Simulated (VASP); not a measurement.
## HgSe in VASP 6.6.1, single-point calculation

INCAR

```
NELM = 120
LASPH = .TRUE.
METAGGA = MBJ
LREAL = Auto
ISIF = 2
LWAVE = .FALSE.
LCHARG = .FALSE.
SIGMA = 0.02
EDIFF = 1E-7
NSW = 0
PREC = Accurate
ENCUT = 520
ISMEAR = -1
IBRION = -1
NBANDS = 16
```

KPOINTS

```
KPOINTS created by Atomic Simulation Environment
0
Monkhorst-Pack
8 8 8
0 0 0
```

POSCAR

```
Hg Se
 1.0000000000000000
     0.0000000000000000    2.9689584933000002    2.9689584933000002
     2.9689584933000002    0.0000000000000000    2.9689584933000002
     2.9689584933000002    2.9689584933000002    0.0000000000000000
 Hg  Se
   1   1
Cartesian
  0.0000000000000000  0.0000000000000000  0.0000000000000000
  1.4844792466499999  1.4844792466499999  1.4844792466499999
```

The recommended PBE PAW datasets give the neutral cell 18 valence electrons.

Command

```
mpirun -np 1 vasp_std
```

OSZICAR

```
N       E                     dE             d eps       ncg     rms          rms(c)
DAV:   1     0.130556160386E+04    0.13056E+04   -0.87452E+03  1944   0.102E+03
DAV:   2     0.119223051234E+04   -0.11333E+03   -0.10671E+03  2360   0.247E+02
DAV:   3     0.118854162229E+04   -0.36889E+01   -0.36828E+01  2240   0.454E+01
DAV:   4     0.118852792694E+04   -0.13695E-01   -0.13695E-01  2488   0.288E+00
DAV:   5     0.118852785414E+04   -0.72794E-04   -0.72794E-04  2280   0.176E-01    0.149E+01
DAV:   6     0.118899342334E+04    0.46557E+00   -0.20949E+00  2136   0.125E+01    0.113E+01
DAV:   7     0.119008656986E+04    0.10931E+01   -0.39713E-01  2120   0.529E+00    0.269E+00
DAV:   8     0.119025697566E+04    0.17041E+00   -0.13383E-01  2656   0.308E+00    0.136E+00
DAV:   9     0.119028517682E+04    0.28201E-01   -0.98300E-03  2056   0.758E-01    0.778E-01
DAV:  10     0.119032077230E+04    0.35595E-01   -0.37370E-03  2040   0.565E-01    0.310E-01
...
DAV:  26     0.119036942035E+04    0.27580E-05   -0.95623E-11   960   0.637E-05    0.905E-05
DAV:  27     0.119036942596E+04    0.56146E-05   -0.19899E-11   960   0.265E-05    0.319E-05
DAV:  28     0.119036943165E+04    0.56912E-05   -0.73031E-12   960   0.156E-05    0.777E-06
DAV:  29     0.119036942900E+04   -0.26533E-05   -0.49334E-12   960   0.177E-05    0.208E-05
DAV:  30     0.119036943020E+04    0.12043E-05    0.79897E-13   960   0.991E-06    0.761E-06
DAV:  31     0.119036943078E+04    0.57494E-06   -0.17417E-12   960   0.595E-06    0.661E-06
DAV:  32     0.119036943130E+04    0.51549E-06   -0.21811E-12   960   0.321E-06    0.560E-06
DAV:  33     0.119036943173E+04    0.43857E-06    0.28705E-12   960   0.205E-06    0.268E-06
DAV:  34     0.119036943174E+04    0.10132E-07    0.53677E-13   960   0.169E-06
   1 F= 0.11903694E+04 E0= 0.11903694E+04  d E =-.352255E-10
```

It converged. Results: gap between bands v and c on the k mesh 0.77 eV; least direct gap on the k mesh 0.77 eV. Band v is the last that the valence electrons fill when counted band by band, and c is the next.

The shifted mesh misses Γ, so a band edge there is missed. The MBJ potential has no energy functional, so only its levels carry meaning.

For comparison, a separate PBE run of the intended cell, on usual settings and not on those above, gives a gap of 0.00 eV on its mesh and a pressure of 10.5 GPa.

The run above took about 2.3 min on one core of a shared host (Intel Xeon Platinum 8488C) and held 0.2 GiB at most.
